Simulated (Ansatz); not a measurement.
## RbBr: checking dH/dP = V

These are results of Ansatz, DFT PBE, scalar-relativistic, plane waves, PAW, not measurements. Run with 420 eV cutoff, 6×6×6 k-mesh, Gaussian smearing of 0.02 eV, no spin polarisation.

Starting point, cell and atoms relaxed:

```xyz
2
Lattice="4.1929 0.0000 0.0000 0.0000 4.1929 0.0000 0.0000 0.0000 4.1929" Properties=species:S:1:pos:R:3 pbc="T T T"
Rb    0.0000    0.0000    0.0000
Br    2.0965    2.0965    2.0965
```

Cell and atoms were relaxed at each target pressure within the start's symmetry (Pm-3m), at zero temperature; other phases can be more stable under pressure. H = E + PV with P the target; E is the free energy at the smearing used, whose derivative the pressure is, per atom and counted from zero pressure. The mesh named is that at zero pressure; some other pressures ran on another.

```
P (GPa) V (Å³/atom) E − E0 (meV) H − H0 (meV)
      0       36.856           0.0           0.0
      3       31.830          41.5         637.5
      8       27.805         172.5        1560.8
     15       24.750         385.5        2702.7
     30       21.241         860.2        4837.5
     60       17.847        1774.7        8458.3
```

Question: Thermodynamics gives dH/dP = V along a relaxed path. Integrate V over P by the trapezoid rule and compare with the computed enthalpies.

Answer: With 1 eV/Å³ = 160.22 GPa, each step adds the mean volume times ΔP / 160.22:
```tsv
P (GPa)	∫V dP (meV)	H − H0 (meV)	difference (meV)
3	643.1	637.5	5.6
8	1573.6	1560.8	12.8
15	2721.7	2702.7	19.0
30	4874.6	4837.5	37.1
60	8534.1	8458.3	75.9
```

V(P) curves upward, so the trapezoid rule runs high; integrating a smooth curve through the same points puts that excess at about 78.0 meV at 60 GPa, against the 75.9 meV found. What is left comes from the shape of V(P) between points this far apart, and from the mesh, the smearing and the stress tolerance.

Question: At 60 GPa, how much of the enthalpy change is stored energy and how much is the PV term?

Answer: E rises by 1775 meV/atom and PV is 60 × 17.847 / 160.22 = 6684 meV/atom, so PV makes 79 % of ΔH. So between rival structures at high pressure a small difference in volume can outweigh the difference in energy: 1 % of this volume is worth 66.8 meV/atom at this pressure.

Question: What bulk modulus do the lowest pressures give?

Answer: From the pressures that the runs reached, 0.04 GPa (36.856 Å³) and 3.00 GPa (31.830 Å³), B = −ΔP/Δln V = 2.96 / 0.1466 = 20 GPa, a mean over that range. Where layers or molecules are held by dispersion forces, this functional describes the zero-pressure volume and B poorly.

Question: The gap is 3.925 eV at 0.04 GPa and 4.451 eV at 3.00 GPa. What pressure coefficient and volume deformation potential follow?

Answer: dE_g/dP = 177.1 meV/GPa, and a_V = dE_g/d ln V = −B dE_g/dP = -3.58 eV. A gap that opens under pressure, with a_V of several eV below zero, is what an s-like antibonding conduction edge gives, since compression pushes it up. If the edges move to other points of the zone within the range, this is a mean of two slopes. Gaps are Kohn–Sham gaps over the whole zone.

This CsCl-type form isn't the usual stable structure of the compound.